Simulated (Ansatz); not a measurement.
Method: Ansatz, DFT PBE, scalar-relativistic, plane waves, PAW. All cells share a 420 eV cutoff and Γ-centred k meshes spaced at most about 0.3 Å⁻¹ (about 0.25 or finer for metals, 2π included). No spin polarisation.

All energies are static (0 K, no zero-point motion).

Question: Order these relaxed structures of SiW4 by energy, lowest first, with the energy over the lowest of them.
A.

```xyz
5
Lattice="2.7971 0.0000 0.0000 -1.3985 2.4223 0.0000 0.0000 0.0000 11.6234" Properties=species:S:1:pos:R:3 pbc="T T T"
Si    0.0000    0.0000    0.0000
W     0.0000    1.6149    9.4708
W     0.0000    1.6149    4.5815
W     1.3985    0.8074    2.1525
W     1.3985    0.8074    7.0418
```

B.

```xyz
5
Lattice="3.6385 -4.0720 0.0000 3.6385 4.0720 0.0000 0.0000 0.0000 2.8887" Properties=species:S:1:pos:R:3 pbc="T T T"
Si    0.0000    0.0000    0.0000
W     3.6385   -2.0390    1.4444
W     3.6385    2.0390    1.4444
W     2.4041    0.0000    0.0000
W     4.8729    0.0000    0.0000
```

Answer: A (0 meV/atom), B (359 meV/atom). Forms: A P-3m1; B Cmmm. Counting W atoms around Si (those within 1.25 times the shortest such distance or 1.15 times the sum of covalent radii, 1.27 where that leaves under three): A has Si 6; B has Si 6. Both come from invented guesses. Shaken at random and relaxed again, A falls into a cell with space group C2/m (No. 12), 0.33 eV/atom lower and the lowest form computed, so it is a saddle point or a shallow minimum. Even the lowest of the cells shown lies +0.37 eV/atom against the elements.

These runs have no spin–orbit coupling, which can matter for W. Cells without such a test can be saddle points. Some structure types and database cells were kept out of the candidates from the start, so a known form may be missing.
